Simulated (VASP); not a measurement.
# InP (Fm-3m) in VASP: further runs, part 2 of 3

VASP 6.6.1. Earlier steps stand in the parts before.

## (3) Single point, PBEsol

File INCAR:

```
SYSTEM = InP
  PREC = Accurate
  ENCUT = 900
  EDIFF = 1E-6
  ISMEAR = 0
  SIGMA = 0.05
  LREAL = .False.
  LASPH = .True.
  NELM = 100
  ALGO = Normal
  ISIF = 2
  LWAVE = .False.
  LCHARG = .False.
  GGA = PS
  ADDGRID = .False.
```

File KPOINTS:

```
regular mesh
0
Gamma
  5 5 5
  0 0 0
```

File POSCAR:

```
InP
1.0
    0.0000000000      2.7688340000      2.7688340000
    2.7688340000      0.0000000000      2.7688340000
    2.7688340000      2.7688340000      0.0000000000
In P
1 1
Direct
    0.0000000000      0.0000000000      0.0000000000
    0.5000000000      0.5000000000      0.5000000000
```

Potentials or basis: VASP PAW PBE potentials, release 64 (In_d, P).

Command:

```sh
$ cat potpaw_PBE.64/In_d/POTCAR potpaw_PBE.64/P/POTCAR > POTCAR
$ mpirun -np 1 vasp_std > vasp.out
```

OUTCAR:

```text
SYSTEM = InP
   PREC = Accurate
   ENCUT = 900
   EDIFF = 1E-6
   ISMEAR = 0
   LREAL = .False.
   LASPH = .True.
   NELM = 100
   ISIF = 2
   GGA = PS

 Found     10 irreducible k-points:

 Following reciprocal coordinates:
            Coordinates               Weight
  0.000000  0.000000  0.000000      1.000000
  0.200000  0.000000  0.000000      8.000000
  0.400000  0.000000  0.000000      8.000000
  0.200000  0.200000  0.000000      6.000000
  0.400000  0.200000  0.000000     24.000000
 -0.400000  0.200000  0.000000     24.000000
   k-points           NKPTS =     10   k-points in BZ     NKDIM =     10   number of bands    NBANDS=     13
   number of dos      NEDOS =    301   number of ions     NIONS =      2
   total plane-waves  NPLWV =  64000
   dimension x,y,z NGX =    40 NGY =   40 NGZ =   40
   dimension x,y,z NGXF=    80 NGYF=   80 NGZF=   80
   ions per type =               1   1
   NGX,Y,Z   is equivalent  to a cutoff of  16.98, 16.98, 16.98 a.u.
   NGXF,Y,Z  is equivalent  to a cutoff of  33.96, 33.96, 33.96 a.u.
 SYSTEM =  InP
   PREC   = accura    normal or accurate (medium, high low for compatibility)
   ISTART =      0    job   : 0-new  1-cont  2-samecut
   ICHARG =      2    charge: 1-file 2-atom 10-const
   ISPIN  =      1    spin polarized calculation?
   LNONCOLLINEAR =      F non collinear calculations
   LSORBIT =      F    spin-orbit coupling
   LASPH  =      T    aspherical Exc in radial PAW
   ENCUT  =  900.0 eV  66.15 Ry    8.13 a.u.   9.58  9.58  9.58*2*pi/ulx,y,z
   NELM   =    100;   NELMIN=  2; NELMDL= -5     # of ELM steps
   EDIFF  = 0.1E-05   stopping-criterion for ELM
   LREAL  =      F    real-space projection
   EDIFFG = 0.1E-04   stopping-criterion for IOM
   NSW    =      0    number of steps for IOM
   IBRION =     -1    ionic relax: 0-MD 1-quasi-New 2-CG
   NFREE  =      0    steps in history (QN), initial steepest desc. (CG)
   ISIF   =      2    stress and relaxation
   ISYM   =      2    0-nonsym 1-usesym 2-fastsym
   POTIM  = 0.5000    time-step for ionic-motion
   TEBEG  =    0.0;   TEEND  =   0.0 temperature during run
   PSTRESS=    0.0 pullay stress
   NELECT =      18.0000    total number of electrons
   NUPDOWN=      -1.0000    fix difference up-down
   EMIN   =  10.00;   EMAX   =-10.00  energy-range for DOS
   EFERMI =   0.00;   METHOD = LEGACY
   ISMEAR =     0;   SIGMA  =   0.05  broadening in eV -4-tet -1-fermi 0-gaus
   EFERMI_NEDOS =   21; number of points for ismear=-14 and -15
   IALGO  =     38    algorithm
   IMIX   =      4    mixing-type and parameters
     AMIX     =   0.40;   BMIX     =  1.00
     AMIX_MAG =   1.60;   BMIX_MAG =  1.00
  volume/ion in A,a.u.               =      21.23       143.25
  Fermi-wavevector in a.u.,A,eV,Ry     =   1.229869  2.324115 20.579860  1.512577
  Thomas-Fermi vector in A             =   2.364739
   LORBIT       =      0    0 simple, 1 ext, 2 COOP (PROOUT), +10 PAW based schemes
   GGA     = PS    functional components
   LHFCALC =     F    Hartree Fock is set to
   AEXX    =    0.0000 exact exchange contribution
   IVDW    =     0    specifies the selected vdW correction
   LEPSILON=     F    determine dielectric tensor
   LRPA    =     F    only Hartree local field effects (RPA)
 non-spin polarized calculation
 Gauss-broadening in eV      SIGMA  =   0.05
  energy-cutoff  :      900.00
  volume of cell :       42.45
 maximum number of plane-waves:      2637
 NGX is ok and might be reduce to    40
   NGX = 19   NGY = 19   NGZ = 19

 number of electron      18.0000000 magnetization

 Free energy of the ion-electron system (eV)
  ---------------------------------------------------
  ext. energy  EPLUGINS =         0.00000000
  ---------------------------------------------------
  free energy    TOTEN  =        -8.75584577 eV

  energy without entropy =       -8.75241368  energy(sigma->0) =       -8.75412972

 E-fermi :   7.0374     XC(G=0): -10.5488

 val. band max:        7.0261703045   @ k =   0.4000   0.0000   0.0000
 cond. band min:       7.2324983850   @ k =  -0.2000   0.2000   0.0000
 fundamental gap:      0.2063280805
 Fermi energy:         7.0374358997

 k-point     1 :       0.0000    0.0000    0.0000
  band No.  band energies     occupation
      1      -7.2096      2.00000
      2      -7.2096      2.00000
      3      -7.1887      2.00000
      4      -7.1887      2.00000
      5      -7.1887      2.00000
      6      -5.0932      2.00000
      7       6.6655      2.00000
      8       6.6655      2.00000
      9       6.6655      2.00000
     10       7.4064      0.00000
     11      13.9928      0.00000
     12      13.9928      0.00000
     13      13.9928      0.00000

 k-point     2 :       0.2000    0.0000    0.0000
  band No.  band energies     occupation
      1      -7.2297      2.00000
      2      -7.2297      2.00000
      3      -7.1909      2.00000
      4      -7.1614      2.00000
      5      -7.1614      2.00000
      6      -4.5989      2.00000
      7       3.6961      2.00000
      8       6.7545      2.00000
      9       6.7545      2.00000
     10       9.4541      0.00000
     11      12.4796      0.00000
     12      12.5274      0.00000
     13      12.5274      0.00000

 k-point     3 :       0.4000    0.0000    0.0000
  band No.  band energies     occupation
      1      -7.2662      2.00000
      2      -7.2662      2.00000
      3      -7.1990      2.00000
      4      -7.1128      2.00000
      5      -7.1128      2.00000
      6      -3.3533      2.00000
      7       0.8260      2.00000
      8       7.0262      1.25000
      9       7.0262      1.25000
     10       9.4335      0.00000
     11      10.5768      0.00000
     12      10.5768      0.00000
     13      12.1247      0.00000

 k-point     4 :       0.2000    0.2000    0.0000
  band No.  band energies     occupation
      1      -7.2901      2.00000
      2      -7.2081      2.00000
      3      -7.1929      2.00000
      4      -7.1511      2.00000
      5      -7.1511      2.00000
      6      -4.3961      2.00000
      7       4.2298      2.00000
      8       5.8382      2.00000
      9       5.8382      2.00000
     10       9.1340      0.00000
     11      11.8797      0.00000
     12      12.1335      0.00000
     13      14.2383      0.00000

 k-point     5 :       0.4000    0.2000    0.0000
  band No.  band energies     occupation
      1      -7.3557      2.00000
      2      -7.2131      2.00000
      3      -7.2050      2.00000
      4      -7.1287      2.00000
      5      -7.1055      2.00000
      6      -3.3011      2.00000
      7       1.9850      2.00000
      8       5.4222      2.00000
      9       5.6240      2.00000
     10       7.8323      0.00000
     11      11.8184      0.00000
     12      13.2029      0.00000
     13      13.2321      0.00000

 k-point     6 :      -0.4000    0.2000    0.0000
  band No.  band energies     occupation
      1      -7.3401      2.00000
      2      -7.2456      2.00000
      3      -7.1781      2.00000
      4      -7.1334      2.00000
      5      -7.1052      2.00000
      6      -2.5946      2.00000
      7       0.7785      2.00000
      8       4.4600      2.00000
      9       6.3109      2.00000
     10       8.5027      0.00000
     11      11.6561      0.00000
     12      11.6862      0.00000
     13      14.3199      0.00000

 [... further k-points ...]

------------------------ aborting loop because EDIFF is reached ----------------------------------------

  FORCE on cell =-STRESS in cart. coord.  units (eV):
  Direction    XX          YY          ZZ          XY          YZ          ZX
  --------------------------------------------------------------------------------------
  -------------------------------------------------------------------------------------
  Total       -0.8280251     -0.8280251     -0.8280251      0.0000000      0.0000000      0.0000000
  in kB      -31.2487973    -31.2487973    -31.2487973      0.0000000      0.0000000      0.0000000
  external PRESSURE =     -31.2487973 kB  Pullay stress =       0.0000000 kB

 VOLUME and BASIS-vectors are now :
 -----------------------------------------------------------------------------
  energy-cutoff  :      900.00
  volume of cell :       42.45
      direct lattice vectors                 reciprocal lattice vectors
     0.000000000  2.768834000  2.768834000    -0.180581429  0.180581429  0.180581429
     2.768834000  0.000000000  2.768834000     0.180581429 -0.180581429  0.180581429
     2.768834000  2.768834000  0.000000000     0.180581429  0.180581429 -0.180581429

 POSITION                                       TOTAL-FORCE (eV/Angst)
 -----------------------------------------------------------------------------------
      0.00000      0.00000      0.00000         0.000000     -0.000000      0.000000
      2.76883      2.76883      2.76883        -0.000000      0.000000     -0.000000
 -----------------------------------------------------------------------------------
    total drift:                                0.000000     -0.000000     -0.000000

  FREE ENERGIE OF THE ION-ELECTRON SYSTEM (eV)
  ---------------------------------------------------
  free  energy   TOTEN  =        -8.7558457652 eV

  energy  without entropy=       -8.7524136809  energy(sigma->0) =       -8.75412972
```

stdout:

```text
POSCAR found type information on POSCAR InP
 POSCAR found :  2 types and       2 ions
 scaLAPACK will be used
 -----------------------------------------------------------------------------
|                                                                             |
|                                                                             |
|     You enforced a specific xc type in the INCAR file but a different       |
|     I HOPE YOU KNOW WHAT YOU ARE DOING!                                     |
|                                                                             |
 -----------------------------------------------------------------------------

 LDA part: xc-table for (Slater+PW92), standard interpolation
 POSCAR, INCAR and KPOINTS ok, starting setup
 FFT: planning ... GRIDC
 FFT: planning ... GRID_SOFT
 FFT: planning ... GRID
 WAVECAR not read
 entering main loop
```

Wall time 6.3 s (1 thread of Intel Xeon 6975P-C (Granite Rapids), shared host); peak memory 0.24 GiB.

The run converged, but some of its settings lie outside the range that counts as converged, so its numbers aren't taken as properties of the crystal.

Results:

| Property | Result |
| --- | --- |
| Free energy | -8.7558 eV |
| Pressure | -3.1 GPa |
| Band gap on the k mesh | none (metal or under the smearing width) |

Caveat: the k mesh is coarse (spacing up to 0.39 Å⁻¹), so the values aren't converged; the PAW data sets were made with another functional, which shifts forces and pressure a little.

## (4) Single point, PBEsol

INCAR: that of step 3 with these lines changed.

```diff
@@ -2,3 +2,3 @@
   PREC = Accurate
-  ENCUT = 900
+  ENCUT = 500
   EDIFF = 1E-6
```

File KPOINTS:

```
regular mesh
0
Gamma
  7 7 7
  0 0 0
```

POSCAR is that of step 3.

Potentials or basis: VASP PAW PBE potentials, release 64 (In_d, P).

Command:

```sh
$ cat potpaw_PBE.64/In_d/POTCAR potpaw_PBE.64/P/POTCAR > POTCAR
$ mpirun -np 1 vasp_std > vasp.out
```

OUTCAR:

```text
SYSTEM = InP
   PREC = Accurate
   ENCUT = 500
   EDIFF = 1E-6
   ISMEAR = 0
   LREAL = .False.
   LASPH = .True.
   NELM = 100
   ISIF = 2
   GGA = PS

 Found     20 irreducible k-points:

 Following reciprocal coordinates:
            Coordinates               Weight
  0.000000  0.000000  0.000000      1.000000
  0.142857  0.000000  0.000000      8.000000
  0.285714  0.000000  0.000000      8.000000
  0.428571  0.000000  0.000000      8.000000
  0.142857  0.142857  0.000000      6.000000
  0.285714  0.142857  0.000000     24.000000
   k-points           NKPTS =     20   k-points in BZ     NKDIM =     20   number of bands    NBANDS=     13
[... 176 lines left out ...]
  --------------------------------------------------------------------------------------
  -------------------------------------------------------------------------------------
  Total       -0.8746245     -0.8746245     -0.8746245     -0.0000000      0.0000000     -0.0000000
  in kB      -33.0074107    -33.0074107    -33.0074107     -0.0000000      0.0000000     -0.0000000
  external PRESSURE =     -33.0074107 kB  Pullay stress =       0.0000000 kB

 VOLUME and BASIS-vectors are now :
 -----------------------------------------------------------------------------
  energy-cutoff  :      500.00
  volume of cell :       42.45
      direct lattice vectors                 reciprocal lattice vectors
     0.000000000  2.768834000  2.768834000    -0.180581429  0.180581429  0.180581429
     2.768834000  0.000000000  2.768834000     0.180581429 -0.180581429  0.180581429
     2.768834000  2.768834000  0.000000000     0.180581429  0.180581429 -0.180581429

 POSITION                                       TOTAL-FORCE (eV/Angst)
 -----------------------------------------------------------------------------------
      0.00000      0.00000      0.00000         0.000000      0.000000     -0.000000
      2.76883      2.76883      2.76883        -0.000000     -0.000000      0.000000
 -----------------------------------------------------------------------------------
    total drift:                               -0.000000      0.000000      0.000000

  FREE ENERGIE OF THE ION-ELECTRON SYSTEM (eV)
  ---------------------------------------------------
  free  energy   TOTEN  =        -8.7841667078 eV

  energy  without entropy=       -8.7823797315  energy(sigma->0) =       -8.78327322
```

It took 5.5 s on 1 thread of Intel Xeon 6975P-C (Granite Rapids), shared host; peak memory 0.16 GiB.

The run converged, but some of its settings lie outside the range that counts as converged, so its numbers aren't taken as properties of the crystal.

Results:

```yaml
Free_energy: -8.7842 eV
Pressure: -3.3 GPa
Band_gap_on_the_k_mesh: none (metal or under the smearing width)
```

Caveat: the PAW data sets were made with another functional, which shifts forces and pressure a little.

## (5) Single point, PBEsol

INCAR: that of step 4 with these lines changed.

```diff
@@ -1,3 +1,3 @@
 SYSTEM = InP
-  PREC = Accurate
+  PREC = Low
   ENCUT = 500
```

KPOINTS is that of step 4.

POSCAR is that of step 4.

Potentials or basis: VASP PAW PBE potentials, release 64 (In_d, P).

Command:

```sh
$ cat potpaw_PBE.64/In_d/POTCAR potpaw_PBE.64/P/POTCAR > POTCAR
$ mpirun -np 1 vasp_std > vasp.out
```

OUTCAR:

```text
SYSTEM = InP
   PREC = Low
   ENCUT = 500
   EDIFF = 1E-6
   ISMEAR = 0
   LREAL = .False.
   LASPH = .True.
   NELM = 100
   ISIF = 2
   GGA = PS

 Found     20 irreducible k-points:

 Following reciprocal coordinates:
            Coordinates               Weight
  0.000000  0.000000  0.000000      1.000000
  0.142857  0.000000  0.000000      8.000000
  0.285714  0.000000  0.000000      8.000000
  0.428571  0.000000  0.000000      8.000000
  0.142857  0.142857  0.000000      6.000000
[... 172 lines left out ...]

------------------------ aborting loop because EDIFF is reached ----------------------------------------

  FORCE on cell =-STRESS in cart. coord.  units (eV):
  Direction    XX          YY          ZZ          XY          YZ          ZX
  --------------------------------------------------------------------------------------
  -------------------------------------------------------------------------------------
  Total       -0.8844469     -0.8844469     -0.8844469     -0.0000000      0.0000000     -0.0000000
  in kB      -33.3780967    -33.3780967    -33.3780967     -0.0000000      0.0000000     -0.0000000
  external PRESSURE =     -33.3780967 kB  Pullay stress =       0.0000000 kB

 VOLUME and BASIS-vectors are now :
 -----------------------------------------------------------------------------
  energy-cutoff  :      500.00
  volume of cell :       42.45
      direct lattice vectors                 reciprocal lattice vectors
     0.000000000  2.768834000  2.768834000    -0.180581429  0.180581429  0.180581429
     2.768834000  0.000000000  2.768834000     0.180581429 -0.180581429  0.180581429
     2.768834000  2.768834000  0.000000000     0.180581429  0.180581429 -0.180581429

 POSITION                                       TOTAL-FORCE (eV/Angst)
 -----------------------------------------------------------------------------------
      0.00000      0.00000      0.00000         0.000000     -0.000000     -0.000000
      2.76883      2.76883      2.76883        -0.000000      0.000000      0.000000
 -----------------------------------------------------------------------------------
    total drift:                               -0.000000     -0.000000      0.000000

  FREE ENERGIE OF THE ION-ELECTRON SYSTEM (eV)
  ---------------------------------------------------
  free  energy   TOTEN  =        -8.7844779802 eV

  energy  without entropy=       -8.7826912152  energy(sigma->0) =       -8.78358460
```

stdout:

```text
POSCAR found type information on POSCAR InP
 POSCAR found :  2 types and       2 ions
 scaLAPACK will be used
 -----------------------------------------------------------------------------
|                                                                             |
|                                                                             |
|     You enforced a specific xc type in the INCAR file but a different       |
|     I HOPE YOU KNOW WHAT YOU ARE DOING!                                     |
|                                                                             |
 -----------------------------------------------------------------------------

 LDA part: xc-table for (Slater+PW92), standard interpolation
 POSCAR, INCAR and KPOINTS ok, starting setup
 FFT: planning ... GRIDC
 FFT: planning ... GRID_SOFT
 FFT: planning ... GRID
 WAVECAR not read
 entering main loop
```

Wall time 2.7 s (1 thread of Intel Xeon 6975P-C (Granite Rapids), shared host); peak memory 0.11 GiB.

The run converged, but some of its settings lie outside the range that counts as converged, so its numbers aren't taken as properties of the crystal.

Results:

| Item | Value |
| --- | --- |
| Free energy | -8.7845 eV |
| Pressure | -3.3 GPa |
| Band gap on the k mesh | none (metal or under the smearing width) |

Caveat: the PAW data sets were made with another functional, which shifts forces and pressure a little.

[end of part 2 of 3]
